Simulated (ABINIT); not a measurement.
Crystal: P.

```
P
1.0
     1.64774   -5.46504    0.00000
     1.64774    5.46504    0.00000
     0.00000    0.00000    4.54364
P
4
Direct
  0.90414 0.09586 0.58882
  0.09586 0.90414 0.41118
  0.59586 0.40414 0.08882
  0.40414 0.59586 0.91118
```

```yaml
Program: ABINIT 10.8.3 (patched build)
Task: single point
Functional: PBE
Potentials_or_basis: JTH PAW PBE v2.0
Cutoff: 544 eV
k_mesh: 8 × 8 × 6
Occupations: fermi-dirac, width 0.05 eV
Spin: no spin polarisation
```

On this cell: pressure 1.9 GPa; largest force 0.335 eV/Å; band gap on the k mesh 0.10 eV, direct.

The same run follows on a disturbed copy (atoms moved at random, drawn with an rms of 0.05 Å):

```
P
1.0
     1.64774   -5.46504    0.00000
     1.64774    5.46504    0.00000
     0.00000    0.00000    4.54364
P
4
Direct
  0.91262 0.10718 0.59324
  0.09423 0.90635 0.41410
  0.59181 0.40672 0.09350
  0.40068 0.58277 0.90595
```

Q: What changes?

A: The energy moves by +24.6 meV/atom; pressure 3.8 GPa; largest force 1.477 eV/Å; band gap on the k mesh 0.31 eV, direct.

Forces in eV/Å, atoms in the order of the input:
```
P   -0.749  0.037 -0.721
P   -0.027 -0.065  0.198
P    0.037 -0.968 -0.278
P    0.739  0.997  0.801
```

Stress tensor (GPa, compression positive):
```
 2.82 -0.13  1.75
-0.13  4.51  0.14
 1.75  0.14  4.21
```

A k mesh can miss the band edges.
